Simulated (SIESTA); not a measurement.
**CuI (Marshite) under changes of volume**

One of the cells (27.859 Å³/atom); the others are scaled copies at fixed shape and fractional positions:

```
I Cu
1.0
     0.00000    3.03150    3.03150
     3.03150    0.00000    3.03150
     3.03150    3.03150    0.00000
I Cu
1 1
Direct
  0.00000 0.00000 0.00000
  0.75000 0.75000 0.75000
```

| Item | Value |
| --- | --- |
| Program | SIESTA 5.4.2 |
| Functional | LDA |
| Potentials or basis | PseudoDojo 0.4 standard (LDA files) |
| Basis | DZP (energy shift 0.003 Ry; two zetas on semicore shells) |
| Grid cutoff | 800 Ry |
| Energy shift | 0.003 Ry |
| k mesh | 8 × 8 × 8 |
| Occupations | fermi-dirac, width 0.05 eV |
| Spin | no spin polarisation |

```tsv
volume (Å³/atom)	energy over the lowest point (meV/atom)	pressure (GPa)	gap on the mesh (eV)
26.188	0.00	-0.8	1.75
26.745	?	?	?
27.302	12.38	-2.7	1.58
27.859	23.21	-3.5	1.50
28.417	36.62	-4.2	1.43
28.974	52.30	-4.8	1.36
29.531	69.98	-5.3	1.29
```

Task: What does the run at 26.745 Å³/atom give?

Result: Energy over the lowest point 4.52 meV/atom; pressure -1.8 GPa; gap on the mesh 1.66 eV.

Worked out: A Birch-Murnaghan fit of order 3 (a polynomial in V^(-2/3)) to the other rows has its minimum at 25.81 Å³/atom, just outside them, with B0 = V·E''(V) = 55 GPa and B' = 4.9. It gives 4.52 meV/atom at 26.745 Å³/atom, against the run's 4.52, and -dE/dV = -1.8 GPa, against -1.8. A straight line through the other rows of the gap, of slope -3.81 eV per unit of ln V (its deformation potential), gives 1.66 eV, against the run's 1.66.

Energies are extrapolated to zero smearing.

Caveats: short orbitals over semicore shells can move pressures by several GPa; spin-orbit coupling is left out, which moves the levels of the heavy elements; the basis of atomic orbitals isn't converged, which shifts pressures, moduli and gaps.

A mesh can miss the band edges.
